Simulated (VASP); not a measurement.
ZrS:

```
Zr S
1.0
     0.00000    2.62500    2.62500
     2.62500    0.00000    2.62500
     2.62500    2.62500    0.00000
Zr S
1 1
Direct
  0.00000 0.00000 0.00000
  0.50000 0.50000 0.50000
```

| Item | Value |
| --- | --- |
| Program | VASP 6.6.1 |
| Task | relaxation of cell and atoms |
| Functional | PBEsol |
| Potentials or basis | VASP PAW PBE potentials, release 64 (Zr_sv, S) |
| Cutoff | 600 eV |
| k mesh | 9 × 9 × 9 |
| Occupations | fermi-dirac, width 0.05 eV |
| Spin | no spin polarisation |

At the start: pressure -6.3 GPa; volume 18.09 Å³/atom.

Q: How do energy, volume and symmetry change on relaxing?

A: Over 3 steps the energy falls by 16.9 meV/atom and the volume is 17.27 Å³/atom (-4.5 %); space group Fm-3m (No. 225, to 0.05 Å).

Step by step:
| step | energy change (eV) | largest force (eV/Å) | pressure (GPa) | volume (Å³) |
| --- | --- | --- | --- | --- |
| 1 | 0.0000 | 0.0000 | -6.26 | 36.18 |
| 2 | 0.0205 | 0.0000 | 9.59 | 32.60 |
| 3 | -0.0338 | 0.0000 | -0.09 | 34.54 |

Final structure:
```cif
data_structure
_symmetry_space_group_name_H-M 'P 1'
_symmetry_Int_Tables_number 1
_cell_length_a 3.6554
_cell_length_b 3.6554
_cell_length_c 3.6554
_cell_angle_alpha 60.000
_cell_angle_beta 60.000
_cell_angle_gamma 60.000
_cell_volume 34.54
loop_
_atom_site_label
_atom_site_type_symbol
_atom_site_fract_x
_atom_site_fract_y
_atom_site_fract_z
_atom_site_occupancy
Zr1 Zr 0.00000 0.00000 0.00000 1
S1 S 0.50000 0.50000 0.50000 1
```

Caveat: the PAW data sets were made with another functional, which shifts forces and pressure a little.
